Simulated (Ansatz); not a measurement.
**Stress against strain in CdS**

```
CELL_PARAMETERS angstrom
0.00000 2.94295 2.94295
2.94295 0.00000 2.94295
2.94295 2.94295 0.00000
ATOMIC_POSITIONS crystal
Cd 0.00000 0.00000 0.00000
S 0.75000 0.75000 0.75000
```

Atoms are numbered in the order listed.

Structure from Materials Project entry mp-2469 (possibly hypothetical), not relaxed further.

These are results of DFT, PBEsol, all-electron LAPW, scalar-relativistic in Ansatz 0.2.0, not measurements.

Numerical set-up: a Γ-centred 7×7×7 k mesh, Fermi–Dirac smearing of 0.02 eV, basis error target 0.5 meV/atom, no spin polarisation.

The strain is applied along the Cartesian axes of the cell as listed (the other components stay zero). Fractional coordinates are held (clamped ions).

σ is the change of stress from the unstrained cell, which is at -1.78 GPa; tension is positive, so slopes are stress–strain coefficients at that pressure.

Only quantities that a quadratic follows smoothly over the whole series are listed; rougher ones are left out.

```tsv
εzz	σzz (GPa)	σxx (GPa)
-0.0300	-2.08	-1.53
-0.0200	-1.37	-0.98
-0.0100	-0.68	-0.48
0.0000	0.00	0.00
0.0200	1.32	0.86
0.0300	1.96	1.24
```

(1) Fit the series and read off the stiffness at zero strain.

(2) One run, at εzz = 0.0100, is withheld. Predict its row.

Answers

(1) Least-squares fits y = p0 + p1 x + p2 x² to the rows give σzz (GPa): p1 = 67.3, p2 = -67; σxx (GPa): p1 = 46.1, p2 = -160. So C11 = 67 GPa and C12 = 46 GPa, which gives B = (C11 + 2 C12)/3 = 53 GPa.

(2) The fits give 0.67, 0.45; the run gave 0.67, 0.44.
